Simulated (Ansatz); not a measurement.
Crystal: TiAl3.

```xyz
4
Lattice="-1.9111 1.9111 4.2807 1.9111 -1.9111 4.2807 1.9111 1.9111 -4.2807" Properties=species:S:1:pos:R:3 pbc="T T T"
Ti    0.0000    0.0000    0.0000
Al    1.9111    0.0000    2.1403
Al    0.0000    1.9111    2.1403
Al    0.0000    0.0000    4.2807
```

The cell comes from a database or a generator and needn't be the stable form of this composition.

Base run:

* Program: Ansatz 0.2.0
* Functional: LDA
* Potentials or basis: all-electron LAPW, scalar-relativistic
* Cutoff: 196 eV
* Density cutoff: 785 eV
* Basis error allowed: 0.002 eV/atom
* k mesh: 10 × 10 × 10
* Occupations: fermi-dirac, width 0.05 eV
* Spin: no spin polarisation

Its results: pressure -3.5 GPa.

Problem. The run is repeated on the same cell with these changes: functional from LDA to PBE. What comes out?

Solution. Pressure 2.1 GPa.

PBE binds less tightly than LDA, so the same cell stands under more pressure.

Not every run made on this cell is shown here.
